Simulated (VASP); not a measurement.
# CoSn (P6/mmm) in VASP: further runs

The runs below take CoSn through single point, relaxation of cell and atoms, with PBE.

Program: VASP 6.6.1. These are calculated values, not measurements. Logs are shortened: lines on timing, memory, paths and dates and some standing lists are left out, and cuts for length are marked.

### 1 The structure

It takes space group P6/mmm (No. 191, hexagonal). Conventional cell: a = 5.246 Å, b = 5.246 Å, c = 4.188 Å, α = 90.00°, β = 90.00°, γ = 120.00°. Co (site symmetry mmm) has 6 Sn at 2.58 to 2.62 Å and 4 Co at 2.62 Å as nearest neighbours. Around Sn (site symmetry -6m2) lie 6 Co at 2.58 Å. Sn (site symmetry 6/mmm) is surrounded by 6 Co at 2.62 Å.

The cell is a database's computed one.

### 2 Single point, PBE

The input, INCAR:

```
ALGO = Normal
EDIFF = 1E-6
ENCUT = 520
GGA = PE
ISIF = 2
ISMEAR = 0
LASPH = T
LCHARG = T
LELF = T
LREAL = F
LVHAR = T
LWAVE = F
NBANDS = 44
NELM = 100
PREC = Accurate
SIGMA = 0.1
```

The input, KPOINTS:

```
k-points
0
Gamma
  6 6 4
```

The input, POSCAR:

```
CoSn
1.0
    5.2460400000      0.0000000000      0.0000000000
   -2.6230200000      4.5432040000      0.0000000000
    0.0000000000      0.0000000000      4.1875900000
Co Sn
3 3
Direct
    0.0000000000      0.5000000000      0.0000000000
    0.5000000000      0.5000000000      0.0000000000
    0.5000000000      0.0000000000      0.0000000000
    0.6666670000      0.3333330000      0.5000000000
    0.3333330000      0.6666670000      0.5000000000
    0.0000000000      0.0000000000      0.0000000000
```

Potentials or basis: VASP PAW PBE potentials, release 64 (Co, Sn_d).

Command:

```
$ cat potpaw_PBE.64/Co/POTCAR potpaw_PBE.64/Sn_d/POTCAR > POTCAR
$ mpirun -np 1 vasp_std > vasp.out
```

OUTCAR:

```text
EDIFF = 1E-6
   ENCUT = 520
   GGA = PE
   ISIF = 2
   ISMEAR = 0
   LASPH = T
   LREAL = F
   NELM = 100
   PREC = Accurate

 ion  position               nearest neighbor table
   1  0.000  0.500  0.000-   4 2.58   5 2.58   4 2.58   5 2.58   2 2.62   2 2.62   6 2.62   6 2.62
                             3 2.62   3 2.62
   2  0.500  0.500  0.000-   4 2.58   5 2.58   4 2.58   5 2.58   1 2.62   1 2.62   6 2.62   3 2.62
                             3 2.62   6 2.62
   3  0.500  0.000  0.000-   4 2.58   5 2.58   4 2.58   5 2.58   6 2.62   6 2.62   1 2.62   2 2.62
                             2 2.62   1 2.62
   4  0.667  0.333  0.500-   1 2.58   1 2.58   3 2.58   3 2.58   2 2.58   2 2.58   5 3.03   5 3.03
                             5 3.03   6 3.68   6 3.68   6 3.68   6 3.68   6 3.68   6 3.68
   5  0.333  0.667  0.500-   1 2.58   1 2.58   3 2.58   3 2.58   2 2.58   2 2.58   4 3.03   4 3.03
                             4 3.03   6 3.68   6 3.68   6 3.68   6 3.68   6 3.68   6 3.68
   6  0.000  0.000  0.000-   3 2.62   3 2.62   1 2.62   1 2.62   2 2.62   2 2.62   5 3.68   4 3.68
                             5 3.68   4 3.68   4 3.68   5 3.68   5 3.68   4 3.68   5 3.68   5 3.68

  LATTYP: Found a hexagonal cell.
 ALAT       =     5.2460400000
 C/A-ratio  =     0.7982382902

  Lattice vectors:

 A1 = (   5.2460400000,   0.0000000000,   0.0000000000)
 A2 = (  -2.6230200000,   4.5432040000,   0.0000000000)
 A3 = (   0.0000000000,   0.0000000000,   4.1875900000)

Analysis of symmetry for initial positions (statically):
=====================================================================
 Subroutine PRICEL returns:
 Original cell was already a primitive cell.

 Routine SETGRP: Setting up the symmetry group for a
 hexagonal supercell.

 Subroutine GETGRP returns: Found 24 space group operations
 (whereof 24 operations were pure point group operations)
 out of a pool of 24 trial point group operations.

The static configuration has the point symmetry D_6h.

Analysis of symmetry for dynamics (positions and initial velocities):
=====================================================================
 Subroutine PRICEL returns:
 Original cell was already a primitive cell.

 Routine SETGRP: Setting up the symmetry group for a
 hexagonal supercell.

 Subroutine GETGRP returns: Found 24 space group operations
 (whereof 24 operations were pure point group operations)
 out of a pool of 24 trial point group operations.

The dynamic configuration has the point symmetry D_6h.

 Subroutine INISYM returns: Found 24 space group operations
 (whereof 24 operations are pure point group operations),
 and found     1 'primitive' translations

----------------------------------------------------------------------------------------

                                     Primitive cell

  volume of cell :      99.8063

  direct lattice vectors                    reciprocal lattice vectors
     5.246040000  0.000000000  0.000000000     0.190619972  0.110054490  0.000000000
    -2.623020000  4.543204000  0.000000000     0.000000000  0.220108980  0.000000000
     0.000000000  0.000000000  4.187590000     0.000000000  0.000000000  0.238800838

  length of vectors
     5.246040000  5.246040079  4.187590000     0.220108984  0.220108980  0.238800838

  position of ions in fractional coordinates (direct lattice)
     0.000000000  0.500000000  0.000000000
     0.500000000  0.500000000  0.000000000
     0.500000000  0.000000000  0.000000000
     0.666667000  0.333333000  0.500000000
     0.333333000  0.666667000  0.500000000
     0.000000000  0.000000000  0.000000000

  ion indices of the primitive-cell ions
   primitive index   ion index
                 1           1
                 2           2
                 3           3
                 4           4
                 5           5
                 6           6

----------------------------------------------------------------------------------------

 KPOINTS: k-points

Automatic generation of k-mesh.
 Grid dimensions read from file:
 generate k-points for:    6    6    4

 Generating k-lattice:

  Cartesian coordinates                     Fractional coordinates (reciprocal lattice)
     0.031769995  0.018342415  0.000000000     0.166666667  0.000000000  0.000000000
     0.000000000  0.036684830  0.000000000     0.000000000  0.166666667  0.000000000
     0.000000000  0.000000000  0.059700209     0.000000000  0.000000000  0.250000000

  Length of vectors
     0.036684831  0.036684830  0.059700209

  Shift w.r.t. Gamma in fractional coordinates (k-lattice)
     0.000000000  0.000000000  0.000000000

 Subroutine IBZKPT returns following result:
 ===========================================

 Found     21 irreducible k-points:

 Following reciprocal coordinates:
            Coordinates               Weight
  0.000000  0.000000  0.000000      1.000000
  0.166667  0.000000  0.000000      6.000000
  0.333333 -0.000000  0.000000      6.000000
  0.500000  0.000000  0.000000      3.000000
  0.166667  0.166667  0.000000      6.000000
  0.333333  0.166667  0.000000     12.000000
[... 13 lines left out ...]
  0.333333  0.166667  0.500000     12.000000
  0.333333  0.333333  0.500000      2.000000
   k-points           NKPTS =     21   k-points in BZ     NKDIM =     21   number of bands    NBANDS=     44
   number of dos      NEDOS =    301   number of ions     NIONS =      6
   total plane-waves  NPLWV =  51200
   dimension x,y,z NGX =    40 NGY =   40 NGZ =   32
   dimension x,y,z NGXF=    80 NGYF=   80 NGZF=   64
   ions per type =               3   3
   NGX,Y,Z   is equivalent  to a cutoff of  12.68, 12.68, 12.70 a.u.
   NGXF,Y,Z  is equivalent  to a cutoff of  25.35, 25.35, 25.41 a.u.
 SYSTEM =  unknown system
   PREC   = accura    normal or accurate (medium, high low for compatibility)
   ISTART =      0    job   : 0-new  1-cont  2-samecut
   ICHARG =      2    charge: 1-file 2-atom 10-const
   ISPIN  =      1    spin polarized calculation?
   LNONCOLLINEAR =      F non collinear calculations
   LSORBIT =      F    spin-orbit coupling
   LASPH  =      T    aspherical Exc in radial PAW
   ENCUT  =  520.0 eV  38.22 Ry    6.18 a.u.   9.75  9.75  7.79*2*pi/ulx,y,z
   NELM   =    100;   NELMIN=  2; NELMDL= -5     # of ELM steps
   EDIFF  = 0.1E-05   stopping-criterion for ELM
   LREAL  =      F    real-space projection
   EDIFFG = 0.1E-04   stopping-criterion for IOM
   NSW    =      0    number of steps for IOM
   IBRION =     -1    ionic relax: 0-MD 1-quasi-New 2-CG
   NFREE  =      0    steps in history (QN), initial steepest desc. (CG)
   ISIF   =      2    stress and relaxation
   ISYM   =      2    0-nonsym 1-usesym 2-fastsym
   POTIM  = 0.5000    time-step for ionic-motion
   TEBEG  =    0.0;   TEEND  =   0.0 temperature during run
   PSTRESS=    0.0 pullay stress
   NELECT =      69.0000    total number of electrons
   NUPDOWN=      -1.0000    fix difference up-down
   EMIN   =  10.00;   EMAX   =-10.00  energy-range for DOS
   EFERMI =   0.00;   METHOD = LEGACY
   ISMEAR =     0;   SIGMA  =   0.10  broadening in eV -4-tet -1-fermi 0-gaus
   EFERMI_NEDOS =   21; number of points for ismear=-14 and -15
   IALGO  =     38    algorithm
   IMIX   =      4    mixing-type and parameters
     AMIX     =   0.40;   BMIX     =  1.00
     AMIX_MAG =   1.60;   BMIX_MAG =  1.00
  volume/ion in A,a.u.               =      16.63       112.25
  Fermi-wavevector in a.u.,A,eV,Ry     =   1.447567  2.735504 28.510312  2.095449
  Thomas-Fermi vector in A             =   2.565507
   LORBIT       =      0    0 simple, 1 ext, 2 COOP (PROOUT), +10 PAW based schemes
   GGA     = PE    functional components
   LHFCALC =     F    Hartree Fock is set to
   AEXX    =    0.0000 exact exchange contribution
   IVDW    =     0    specifies the selected vdW correction
   LEPSILON=     F    determine dielectric tensor
   LRPA    =     F    only Hartree local field effects (RPA)
 non-spin polarized calculation
 Gauss-broadening in eV      SIGMA  =   0.10
  energy-cutoff  :      520.00
  volume of cell :       99.81
 maximum number of plane-waves:      2709
 NGX is ok and might be reduce to    40
   NGX = 19   NGY = 19   NGZ = 15

 number of electron      69.0000006 magnetization

 Free energy of the ion-electron system (eV)
  ---------------------------------------------------
  ext. energy  EPLUGINS =         0.00000000
  ---------------------------------------------------
  free energy    TOTEN  =       -33.20934386 eV

  energy without entropy =      -33.19344139  energy(sigma->0) =      -33.20139263

 E-fermi :  10.2773     XC(G=0): -11.8620

 val. band max:       10.2715748305   @ k =   0.3333   0.1667   0.2500
 cond. band min:      10.3344306392   @ k =   0.1667   0.1667   0.0000
 fundamental gap:      0.0628558088
 Fermi energy:        10.2773048128

 k-point     1 :       0.0000    0.0000    0.0000
  band No.  band energies     occupation
      1     -11.3076      2.00000
      2     -11.2672      2.00000
      3     -11.2672      2.00000
      4     -11.2005      2.00000
      5     -11.2005      2.00000
      6     -11.1622      2.00000
[... 36 lines left out ...]
     43      16.2339      0.00000
     44      16.8053      0.00000

 k-point     2 :       0.1667    0.0000    0.0000
  band No.  band energies     occupation
      1     -11.3048      2.00000
      2     -11.2886      2.00000
      3     -11.2804      2.00000
      4     -11.2087      2.00000
      5     -11.2042      2.00000
      6     -11.1832      2.00000
[... 36 lines left out ...]
     43      15.3257      0.00000
     44      15.8966      0.00000

 k-point     3 :       0.3333   -0.0000    0.0000
  band No.  band energies     occupation
      1     -11.3194      2.00000
      2     -11.3075      2.00000
      3     -11.2975      2.00000
      4     -11.2205      2.00000
      5     -11.1995      2.00000
      6     -11.1912      2.00000
[... 835 lines left out ...]
     43      16.4483      0.00000
     44      17.7837      0.00000

 k-point    21 :       0.3333    0.3333    0.5000
  band No.  band energies     occupation
      1     -11.3620      2.00000
      2     -11.2817      2.00000
      3     -11.2456      2.00000
      4     -11.2456      2.00000
      5     -11.1904      2.00000
      6     -11.1904      2.00000
[... 36 lines left out ...]
     43      17.7023      0.00000
     44      19.8560      0.00000

------------------------ aborting loop because EDIFF is reached ----------------------------------------

  FORCE on cell =-STRESS in cart. coord.  units (eV):
  Direction    XX          YY          ZZ          XY          YZ          ZX
  --------------------------------------------------------------------------------------
  -------------------------------------------------------------------------------------
  Total        2.6025100      2.6025101      2.2779729      0.0000000      0.0000000      0.0000000
  in kB       41.7777460     41.7777477     36.5679952      0.0000000      0.0000000      0.0000000
  external PRESSURE =      40.0411630 kB  Pullay stress =       0.0000000 kB

 VOLUME and BASIS-vectors are now :
 -----------------------------------------------------------------------------
  energy-cutoff  :      520.00
  volume of cell :       99.81
      direct lattice vectors                 reciprocal lattice vectors
     5.246040000  0.000000000  0.000000000     0.190619972  0.110054490  0.000000000
    -2.623020000  4.543204000  0.000000000     0.000000000  0.220108980  0.000000000
     0.000000000  0.000000000  4.187590000     0.000000000  0.000000000  0.238800838

 POSITION                                       TOTAL-FORCE (eV/Angst)
 -----------------------------------------------------------------------------------
     -1.31151      2.27160      0.00000        -0.000000      0.000000      0.000000
      1.31151      2.27160      0.00000        -0.000000      0.000000      0.000000
      2.62302      0.00000      0.00000        -0.000000      0.000000      0.000000
      2.62302      1.51440      2.09380        -0.000000     -0.000000      0.000000
     -0.00000      3.02880      2.09380         0.000000      0.000000      0.000000
      0.00000      0.00000      0.00000        -0.000000      0.000000      0.000000
 -----------------------------------------------------------------------------------
    total drift:                               -0.000000      0.000000      0.000000

  FREE ENERGIE OF THE ION-ELECTRON SYSTEM (eV)
  ---------------------------------------------------
  free  energy   TOTEN  =       -33.2093438630 eV

  energy  without entropy=      -33.1934413950  energy(sigma->0) =      -33.20139263
```

Wall time 74 s (1 thread of Intel Xeon Platinum 8488C (Sapphire Rapids), shared host); peak memory 0.25 GiB.

What came out:

```yaml
Free_energy: -33.2093 eV
Pressure: 4.0 GPa
Band_gap_on_the_k_mesh: none (metal or under the smearing width)
```

Stress tensor (GPa, compression positive):
```
4.18 0.00 0.00
0.00 4.18 0.00
0.00 0.00 3.66
```

Levels at points of the mesh, in eV from the Fermi level:
```tsv
k point	band 31	band 32	band 33	band 34	band 35	band 36	band 37	band 38
(0.00, 0.00, 0.00)	-0.56	-0.56	-0.54	-0.54	0.41	0.53	1.27	1.27
(0.50, 0.00, 0.00)	-0.77	-0.55	-0.54	0.62	0.91	1.60	1.72	2.48
(0.00, 0.00, 0.50)	-1.09	-0.65	-0.63	-0.63	-0.52	-0.52	-0.24	0.41
(0.50, 0.00, 0.50)	-1.10	-0.83	-0.64	-0.58	-0.52	-0.25	0.33	1.17
```

Caveat: the k mesh is coarse (spacing up to 0.38 Å⁻¹), so the values aren't converged. Spin polarisation is off, so any magnetic state and its effect on volume and gap are missing.

### 3 Single point, PBE

This run uses another cell than the first one, of 17.14 Å³/atom, 1.030 times its volume.

The input, INCAR:

```
SYSTEM = CoSn
PREC = Accurate
ENCUT = 520
EDIFF = 1E-6
ISMEAR = 0
SIGMA = 0.1
LREAL = .FALSE.
LASPH = .TRUE.
NELM = 100
ALGO = Normal
ISIF = 2
LWAVE = .FALSE.
LCHARG = .FALSE.
GGA = PE
NBANDS = 44
```

The input, KPOINTS:

```
regular mesh
0
G
  6 6 4
  0 0 0
```

The input, POSCAR:

```
CoSn
1.0
    5.3020221451      0.0000000000      0.0000000000
   -2.6510110725      4.5916858691      0.0000000000
    0.0000000000      0.0000000000      4.2235225934
Co Sn
3 3
Direct
    0.0000000000      0.5000000000      0.0000000000
    0.5000000000      0.5000000000      0.0000000000
    0.5000000000      0.0000000000      0.0000000000
    0.6666666667      0.3333333333      0.5000000000
    0.3333333333      0.6666666667      0.5000000000
    0.0000000000      0.0000000000      0.0000000000
```

Potentials or basis: VASP PAW PBE potentials, release 64 (Co, Sn_d).

Command:

```
$ cat potpaw_PBE.64/Co/POTCAR potpaw_PBE.64/Sn_d/POTCAR > POTCAR
$ mpirun -np 1 vasp_std > vasp.out
```

OUTCAR:

```text
SYSTEM = CoSn
   PREC = Accurate
   ENCUT = 520
   EDIFF = 1E-6
   ISMEAR = 0
   LREAL = .FALSE.
   LASPH = .TRUE.
   NELM = 100
   ISIF = 2
   GGA = PE

 ion  position               nearest neighbor table
   1  0.000  0.500  0.000-   4 2.61   5 2.61   4 2.61   5 2.61   6 2.65   6 2.65   2 2.65   2 2.65
                             3 2.65   3 2.65
   2  0.500  0.500  0.000-   4 2.61   5 2.61   4 2.61   5 2.61   3 2.65   3 2.65   1 2.65   1 2.65
                             6 2.65   6 2.65
   3  0.500  0.000  0.000-   4 2.61   5 2.61   4 2.61   5 2.61   2 2.65   2 2.65   6 2.65   6 2.65
                             1 2.65   1 2.65
   4  0.667  0.333  0.500-   3 2.61   3 2.61   1 2.61   1 2.61   2 2.61   2 2.61   5 3.06   5 3.06
                             5 3.06   6 3.72   6 3.72   6 3.72   6 3.72   6 3.72   6 3.72
[... 1195 lines left out ...]
  Total       -0.0234102     -0.0234102     -0.0620182     -0.0000000      0.0000000      0.0000000
  in kB       -0.3647770     -0.3647770     -0.9663657     -0.0000000      0.0000000      0.0000000
  external PRESSURE =      -0.5653066 kB  Pullay stress =       0.0000000 kB

 VOLUME and BASIS-vectors are now :
 -----------------------------------------------------------------------------
  energy-cutoff  :      520.00
  volume of cell :      102.82
      direct lattice vectors                 reciprocal lattice vectors
     5.302022145  0.000000000  0.000000000     0.188607285  0.108892467  0.000000000
    -2.651011072  4.591685869  0.000000000     0.000000000  0.217784933  0.000000000
     0.000000000  0.000000000  4.223522593     0.000000000  0.000000000  0.236769184

 POSITION                                       TOTAL-FORCE (eV/Angst)
 -----------------------------------------------------------------------------------
     -1.32551      2.29584      0.00000         0.000000      0.000000      0.000000
      1.32551      2.29584      0.00000         0.000000      0.000000      0.000000
      2.65101      0.00000      0.00000         0.000000      0.000000      0.000000
      2.65101      1.53056      2.11176        -0.000000      0.000000      0.000000
     -0.00000      3.06112      2.11176         0.000000     -0.000000     -0.000000
      0.00000      0.00000      0.00000         0.000000      0.000000      0.000000
 -----------------------------------------------------------------------------------
    total drift:                               -0.000000      0.000000     -0.000000

  FREE ENERGIE OF THE ION-ELECTRON SYSTEM (eV)
  ---------------------------------------------------
  free  energy   TOTEN  =       -33.2459104560 eV

  energy  without entropy=      -33.2296735223  energy(sigma->0) =      -33.23779199
```

OSZICAR:

```text
N       E                     dE             d eps       ncg     rms          rms(c)
DAV:   1     0.693820014328E+03    0.69382E+03   -0.31471E+04  1864   0.248E+03
DAV:   2     0.741201498011E+02   -0.61970E+03   -0.60111E+03  1848   0.603E+02
DAV:   3    -0.300443093308E+02   -0.10416E+03   -0.10092E+03  1912   0.223E+02
DAV:   4    -0.356188720340E+02   -0.55746E+01   -0.55256E+01  2112   0.579E+01
DAV:   5    -0.357863746182E+02   -0.16750E+00   -0.16742E+00  2488   0.922E+00    0.144E+01
DAV:   6    -0.376588941478E+02   -0.18725E+01   -0.27422E+01  2108   0.510E+01    0.162E+01
DAV:   7    -0.334577788558E+02    0.42011E+01   -0.14898E+01  2104   0.392E+01    0.473E+00
DAV:   8    -0.332682864380E+02    0.18949E+00   -0.13571E+00  1948   0.781E+00    0.137E+00
DAV:   9    -0.332470113421E+02    0.21275E-01   -0.13989E-01  2160   0.430E+00    0.416E-01
DAV:  10    -0.332465846416E+02    0.42670E-03   -0.14896E-02  2012   0.102E+00    0.262E-01
DAV:  11    -0.332458697426E+02    0.71490E-03   -0.13238E-03  2556   0.323E-01    0.935E-02
DAV:  12    -0.332459102348E+02   -0.40492E-04   -0.20501E-04  2152   0.105E-01    0.258E-02
DAV:  13    -0.332459107743E+02   -0.53958E-06   -0.26716E-05  2096   0.573E-02    0.749E-03
DAV:  14    -0.332459104560E+02    0.31835E-06   -0.25999E-06  1648   0.119E-02
   1 F= -.33245910E+02 E0= -.33237792E+02  d E =-.162369E-01
```

Run time: 94 s. Hardware: 1 thread of Intel Xeon Platinum 8488C (Sapphire Rapids), shared host; peak memory 0.25 GiB.

What came out:

| Property | Result |
| --- | --- |
| Free energy | -33.2459 eV |
| Pressure | -0.1 GPa |
| Band gap on the k mesh | none (metal or under the smearing width) |

Caveat: the k mesh is coarse (spacing up to 0.37 Å⁻¹), so the values aren't converged. Spin polarisation is off, so any magnetic state and its effect on volume and gap are missing.

(Continued in part 2 of 2.)
